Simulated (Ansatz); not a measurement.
input.yaml

```yaml
crystal:
  lattice:
    - [3.98, 0.0, 0.0]
    - [0.0, 3.98, 0.0]
    - [0.0, 0.0, 3.98]
  atoms:
    - { symbol: Tl, position: [0.0, 0.0, 0.0] }
    - { symbol: Br, position: [0.5, 0.5, 0.5] }
basis:
  ecutwfc: 420
kpoints:
  mp_grid: { grid: [8, 8, 8] }
hamiltonian:
  xc: pbe
  dispersion: d3bj
scf:
  occupations: { method: gaussian, width: 0.02 }
output:
  forces: true
  stress: true
  eigenvalues: true
  populations: true
```

Command:
```bash
ansatz run input.yaml --threads 1 --pin off --max-ram 2560MiB --backend cpu --events-out ev --progress --plain --runs-dir out
```

All numbers below come from DFT PBE+D3(BJ), scalar-relativistic, plane waves, PAW (Ansatz 0.2.0).

From the run's log, abridged (final results; tables in files aren't shown):

```
SCF 1 converged in 10 iterations: F = -14229.542087 eV  dr2 = 4.85e-10
SCF converged after 10 iterations
Free energy (F): -14229.542087 eV
Harris-Foulkes:  -14229.542087 eV  (|F-HF|=2.66e-10)
Internal energy: -14229.542087 eV  (E = F + TS)
E sigma→0 (E₀):  -14229.542087 eV
Fermi energy:    6.083264 eV
--- Per-component energies (eV) ---
  E_band       = -41.558646
  E_kinetic    = 464.729014
  E_local      = -1221.567220  (includes V_loc(G=0)·N_el)
  E_nonlocal   = 388.123998
  E_hartree    = 426.822698
  E_xc         = -495.611892
  E_vxc        = -245.783851  (∫ρ·V_xc dr)
  E_paw        = -12408.539959  (= ΣΔE_a)
  E_vpaw       = -280.705865  (= ΣTr[D̂ρ^β])
  E_aug_tail   = 0.000033  (compensation charges beyond the density's cutoff)
  E_ewald      = -1382.950630
  E_disp       = -0.548128  (pairwise vdW)
  E_smearing   =  0.000000  (= −TS)
--- Forces (eV/Å), atoms counted from 1 ---
  atom   1  Tl     0.00000000     0.00000000     0.00000000
  atom   2  Br     0.00000000     0.00000000     0.00000000
--- Stress (GPa, compression-positive) ---
        0.000721       0.000000       0.000000
        0.000000       0.000721       0.000000
        0.000000       0.000000       0.000721
  P = ⅓ Tr σ = 0.0007 GPa (0.007 kbar)
--- Band table (eV; the first three rows and the last of 35) ---
  k-point 0: bands = ["-8.5857", "-4.9586", "-4.9586", "-4.7823", "-4.7823", "-4.7823", "0.5103", "3.8466", "3.8466", "3.8466", "12.1626", "12.1626", "12.3811", "12.3811"]
  k-point 1: bands = ["-8.5530", "-4.9571", "-4.9392", "-4.7912", "-4.7912", "-4.7815", "0.3748", "3.9131", "3.9131", "3.9331", "10.9158", "12.1624", "12.1624", "12.2598"]
  k-point 2: bands = ["-8.4714", "-4.9534", "-4.8933", "-4.8126", "-4.8126", "-4.7796", "0.0542", "4.0822", "4.0822", "4.2319", "9.2341", "11.6403", "11.6403", "12.5383"]
  k-point 34: bands = ["-8.0483", "-4.9170", "-4.9170", "-4.9170", "-4.7272", "-4.7272", "2.4097", "3.2294", "3.2294", "3.2294", "7.2950", "7.2950", "7.2950", "17.9620"]
--- Löwdin populations: 2 sites ---
  site symbol q [e]
     0     Tl     12.7900
     1     Br      7.1818
  spilling = 0.001412 (of n_electrons = 20.000000)
```

The run converged.

Time: 1.3 s on 1 thread of Intel(R) Xeon(R) 6975P-C (Granite Rapids), on a shared host, peak memory 0.38 GiB.

Spin–orbit coupling is left out, which can shift energies with elements as heavy as these.